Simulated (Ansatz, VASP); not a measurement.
Given: the input of a run of Ansatz 0.2.0 on K.

Contents of input.yaml:

```yaml
crystal:
  lattice:
    - [-2.6975585167, 2.6975585167, 2.6975585167]
    - [2.6975585167, -2.6975585167, 2.6975585167]
    - [2.6975585167, 2.6975585167, -2.6975585167]
  atoms:
    - { symbol: K, position: [0.0, 0.0, 0.0] }
hamiltonian:
  xc: pbe
  pseudopotentials: { kind: paw }
kpoints:
  mp_grid: { grid: [7, 7, 7] }
scf:
  occupations: { method: fermi_dirac, width: 0.05 }
output:
  forces: true
  stress: true
  eigenvalues: true
relax:
  f_tol: 0.01
  max_steps: 40
  cell: { stress_tol: 0.05 }
```

Potentials or basis: Ansatz PAW.

Command:

```console
$ ansatz run input.yaml --threads 2 --pin off --max-ram 5632MiB --backend cpu --events-out ev --progress --plain --runs-dir out
```

Translate it to VASP 6.6.1. Potentials there: VASP PAW PBE potentials, release 64 (K_sv).

As run (the cutoff follows the program's own potentials):

The input INCAR:

```
PREC = Accurate
ENCUT = 600
EDIFF = 1E-7
ISMEAR = -1
SIGMA = 0.05
LREAL = False
LASPH = True
NELM = 60
ALGO = Normal
ISIF = 3
LWAVE = False
LCHARG = False
GGA = PE
IBRION = 2
NSW = 60
EDIFFG = -0.01
```

File KPOINTS:

```
Automatic mesh
0
Gamma
  7 7 7
```

File POSCAR:

```
K
1.0
   -2.6975585167      2.6975585167      2.6975585167
    2.6975585167     -2.6975585167      2.6975585167
    2.6975585167      2.6975585167     -2.6975585167
K
1
Direct
    0.0000000000      0.0000000000      0.0000000000
```

Potentials or basis: VASP PAW PBE potentials, release 64 (K_sv).

Launch:

```sh
$ cat potpaw_PBE.64/K_sv/POTCAR > POTCAR
$ mpirun -np 1 vasp_std > vasp.out
```

Both were run:

|  | VASP | Ansatz | Ansatz less VASP |
| --- | --- | --- | --- |
| gap on the k mesh at the Fermi level, each at its own relaxed structure (eV) | none | none | - |
| relaxed volume (Å³/atom) | 74.06 | 73.25 | -0.806 |
| relaxed cell length with the largest relative difference (Å) | 4.582 | 4.565 | -0.0167 |
| energy change over the relaxation (meV/atom) | -3 | -3 | 0.0 |

A gap of «none» marks a metal or a gap that the smearing closes.

Caveats: the plane-wave basis is chosen anew once the cell has moved, so the energies of steps on either side of that aren't comparable (Ansatz).
